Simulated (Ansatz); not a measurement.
FeO (Wuestite):

```
CELL_PARAMETERS angstrom
1.51882 0.87689 2.51958
-1.51882 0.87689 2.51958
0.00000 -1.75378 2.51958
ATOMIC_POSITIONS crystal
Fe 0.00000 0.00000 0.00000
O 0.50000 0.50000 0.50000
```

Program: Ansatz 0.2.0. Alike in all runs: spin collinear, ferromagnetic start; cell as given; k mesh 11 × 11 × 11; cutoff (eV) 348; basis error allowed 0.001 eV/atom.

Q: Order these runs on this cell by their pressure, lowest first.
A. level PBEsol; potentials or basis all-electron LAPW, non-relativistic; smearing fermi-dirac 0.05 eV
B. level RPBE; potentials or basis all-electron LAPW, scalar-relativistic; smearing gaussian 0.1 eV
C. level PBEsol+U; potentials or basis all-electron LAPW, scalar-relativistic; U Fe d U = 4 eV; smearing fermi-dirac 0.05 eV
D. level PBEsol+U; potentials or basis all-electron LAPW, scalar-relativistic; U Fe d U = 6 eV; smearing fermi-dirac 0.05 eV
E. level PBEsol+U; potentials or basis all-electron LAPW, scalar-relativistic; U Fe d U = 2 eV; smearing fermi-dirac 0.05 eV

A: A (-8.6 GPa), E (-2.5 GPa), C (2.5 GPa), B (4.2 GPa), D (6.0 GPa).

Caveats: a cell with one magnetic atom can't hold antiferromagnetic order, which such compounds often take; the magnetic state may not be the lowest (some runs); U is the effective U less J, on atomic orbitals that reach past the spheres (some runs).

Not every run made on this cell is shown here.
